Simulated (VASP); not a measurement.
Wanted: the native input for a VASP 6.6.1 run.

```yaml
Task: single point
Functional: PBE
Potentials_or_basis: VASP PAW PBE potentials, release 64 (In_d, P)
Cutoff: 400 eV
k_mesh: 8 × 8 × 8
Occupations: gaussian, width 0.02 eV
Spin: no spin polarisation
Further_INCAR_settings: ALGO = Fast; EDIFF = 1e-07
```

The structure of InP lies in POSCAR:

```
InP
1.0
    0.0000000000      2.9305000000      2.9305000000
    2.9305000000      0.0000000000      2.9305000000
    2.9305000000      2.9305000000      0.0000000000
In P
1 1
Direct
    0.0000000000      0.0000000000      0.0000000000
    0.2500000000      0.2500000000      0.2500000000
```

One way to write it, as run:

INCAR

```
SYSTEM = InP
PREC = Accurate
ENCUT = 400
EDIFF = 1E-7
ISMEAR = 0
SIGMA = 0.02
LREAL = .False.
LASPH = .True.
NELM = 80
ALGO = Fast
ISIF = 2
LWAVE = .False.
LCHARG = .False.
GGA = PE
```

KPOINTS

```
Automatic mesh
0
Gamma
  8 8 8
  0 0 0
```

Potentials or basis: VASP PAW PBE potentials, release 64 (In_d, P).

The run is started by

```sh
$ cat potpaw_PBE.64/In_d/POTCAR potpaw_PBE.64/P/POTCAR > POTCAR
$ mpirun -np 1 vasp_std > vasp.out
```

Results of the run:

```yaml
Pressure: 3.3 GPa
Band_gap_on_the_k_mesh: 0.71 eV, direct
```

Caveat: spin-orbit coupling is left out, which moves the levels of the heavy elements.

Wall time 16 s on 1 thread of Intel(R) Xeon(R) Platinum 8488C (Sapphire Rapids), on a shared host, peak memory 0.15 GiB.
